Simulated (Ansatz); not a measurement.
Output of an Ansatz run (abridged):

```
WARN the atoms were moved onto the symmetric positions of the space group found under crystal.symmetry.tolerance 1.0e-5 (fractional …
WARN ansatz: RAYON_NUM_THREADS=1 ignored (pool sized by the plan → 1); use --threads N
Pseudopotentials: kind: paw
Pseudopotential: Li, paw, valence charge 3
Pseudopotential: N, paw, valence charge 5
Crystal: 4 atoms, lattice volume = 43.497 Å³
Basis set: ecut = 420 eV, 841 PW (Γ), exchange–correlation on 50×50×54 points (8 copies of the dense FFT grid, shifted against one another)
Bands: 11, of which v1, the nominal top of the filled ones, is band 7 counted from 1 (6 counted from 0)
Symmetry: 24 space group operations
Space group: P6/mmm (ITA 191), of the structure as read, at distance tolerance 3.5e-5 Å
k-points: 80 of 1089
PAW frozen core: N, regenerated for the run's functional, and the local potential with it
Initial density: superposition of atomic densities (neutral atoms: chi_scale 0, normalization atom), corrected by the library's trained network
Initial wavefunctions: pseudopotential atomic-orbital guess
Eigensolver: davidson
Functional: x = revpbe(κ = 1.245, μ = 0.2195149727645171), c = pbe(β = 0.06672455060314922)
SCF iter   1: F=—  HF=-1002.234507 eV  |F-HF|=—  |Δ(HF+E_count)|=         —  Δρ=2.19e-3  dr2=1.86e-3  ethr=1.77e-3  ⟨swp⟩=4.8  Hψ=4672  notcnv=0
all-band conjugate gradients solve this SCF's bands
preconditioner: auto → none
SCF iter   2: F=—  HF=-1002.233397 eV  |F-HF|=—  |Δ(HF+E_count)|=   1.11e-3  Δρ=9.55e-4  dr2=1.46e-4  ethr=1.33e-5  ⟨swp⟩=2.9  Hψ=2381  notcnv=0
SCF iter   3: F=—  HF=-1002.233370 eV  |F-HF|=—  |Δ(HF+E_count)|=   2.76e-5  Δρ=2.01e-4  dr2=2.05e-5  ethr=1.05e-6  ⟨swp⟩=2.0  Hψ=1760  notcnv=0
SCF iter   4: F=—  HF=-1002.233180 eV  |F-HF|=—  |Δ(HF+E_count)|=   1.90e-4  Δρ=4.43e-5  dr2=8.58e-7  ethr=1.47e-7  ⟨swp⟩=2.5  Hψ=1242  notcnv=0
iter 5 did not close the SCF: its close was put off for the readings that it lacked (scf_convergence_deferred on its scf_iter line)
SCF iter   5: F=-1002.233180 eV  HF=-1002.233180 eV  |F-HF|=7.08e-8  |Δ(HF+E_count)|=   7.48e-7  Δρ=1.34e-5  dr2=9.01e-8  ethr=6.13e-9  ⟨swp⟩=2.0  Hψ=1193  notcnv=0
SCF iter   6: F=-1002.233180 eV  HF=-1002.233180 eV  |F-HF|=5.53e-9  |Δ(HF+E_count)|=   1.41e-8  Δρ=3.90e-6  dr2=7.22e-9  ethr=6.44e-10  ⟨swp⟩=2.0  Hψ=2474  notcnv=0
SCF 1 converged in 6 iterations: F = -1002.233180 eV  dr2 = 7.22e-9
SCF converged after 6 iterations
Free energy (F): -1002.233180 eV
Harris-Foulkes:  -1002.233180 eV  (|F-HF|=5.53e-9)
Internal energy: -1002.233180 eV  (E = F + TS)
E sigma→0 (E₀):  -1002.233180 eV
Fermi energy:    3.151952 eV
--- Per-component energies (eV) ---
  E_band       = -259.866120
  E_kinetic    = 197.995981
  E_local      = -652.131340  (includes V_loc(G=0)·N_el)
  E_nonlocal   = -54.401598
  E_hartree    = 212.250062
  E_xc         = -94.027725
  E_vxc        = -119.812301  (∫ρ·V_xc dr)
  E_paw        = -192.083868  (= ΣΔE_a)
  E_vpaw       = -56.018501  (= ΣTr[D̂ρ^β])
  E_aug_tail   = 0.000166  (compensation charges beyond the density's cutoff)
  E_ewald      = -419.821008
  E_core_change = -0.013850  (= ΣΔE_core)
  E_smearing   = -0.000000  (= −TS)
  E_closure    = 0.000000  (closes the sum)
  Σ components = -1002.233180   (vs F -1002.233180, Δ=0.00e0)
--- Forces (eV/Å), atoms counted from 1 ---
  atom   1  Li     0.00000000     0.00000000     0.00000000
   [... zero for the other atoms too ...]
  max |Σ_I F_I| component: 3.70e-17 eV/Å
--- Stress (GPa, compression-positive) ---
        3.028976       0.000000       0.000000
        0.000000       3.028976       0.000000
        0.000000       0.000000       2.135568
  P = ⅓ Tr σ = 2.7312 GPa (27.312 kbar)
  The stress holds the Pulay correction. Without it, at fixed plane waves, as pw.x and ABINIT print it: P = 2.5472 GPa
--- Band table (eV; the first three rows and the last of 80) ---
  k-point 0: bands = ["-42.0241", "-41.6676", "-41.5630", "-8.9513", "1.0335", "2.4091", "2.4091", "3.6985", "10.1100", "10.1100", "11.0865"]
  k-point 1: bands = ["-42.0238", "-41.6676", "-41.5632", "-8.9580", "0.8195", "2.4320", "2.4320", "4.0638", "10.1872", "10.1872", "10.9321"]
  k-point 2: bands = ["-42.0229", "-41.6675", "-41.5638", "-8.9750", "0.4154", "2.4904", "2.4904", "4.8928", "10.4006", "10.4006", "10.5335"]
  k-point 79: bands = ["-41.8611", "-41.8247", "-41.5630", "-8.9469", "1.2323", "1.3607", "2.1773", "4.7312", "5.6862", "11.8077", "13.2863"]
```

The structure:

```xyz
4
Lattice="3.6097 0.0000 0.0000 -1.8049 3.1261 0.0000 0.0000 0.0000 3.8546" Properties=species:S:1:pos:R:3 pbc="T T T"
Li     0.0000     0.0000     1.9273
Li     0.0000     2.0841     0.0000
Li     1.8049     1.0420     0.0000
N      0.0000     0.0000     0.0000
```

Task: Write an input that gives this output.

Result: Other spellings and defaults could give the same log, and not every line can be read from it. The input that was run (DFT, revPBE, plane waves, default PAW files made with PBE):

Ansatz 0.2 input:
```yaml
# Li3N
crystal:
  lattice:
    - [3.609730, 0.000000, 0.000000]
    - [-1.804865, 3.126118, 0.000000]
    - [0.000000, 0.000000, 3.854640]
  atoms:
    - { symbol: Li, position: [0.000000, 0.000000, 0.500000] }
    - { symbol: Li, position: [0.333333, 0.666667, 0.000000] }
    - { symbol: Li, position: [0.666667, 0.333333, 0.000000] }
    - { symbol: N, position: [0.000000, 0.000000, 0.000000] }
basis:
  ecutwfc: 420.0 eV
kpoints:
  mp_grid: { grid: [11, 11, 9] }
hamiltonian:
  xc: revpbe
  pseudopotentials: { kind: paw }
scf:
  occupations: { method: gaussian, width: 0.01 eV }
output:
  forces: true
  eigenvalues: true
  stress: true
```

The starting cell comes from a database of computed structures (which also holds hypothetical and non-ambient phases and stackings), without a prior relaxation at this level. Ansatz's pressure includes its estimate of the finite-basis (Pulay) stress.

Ansatz is a quantum-chemistry and plane-wave program.
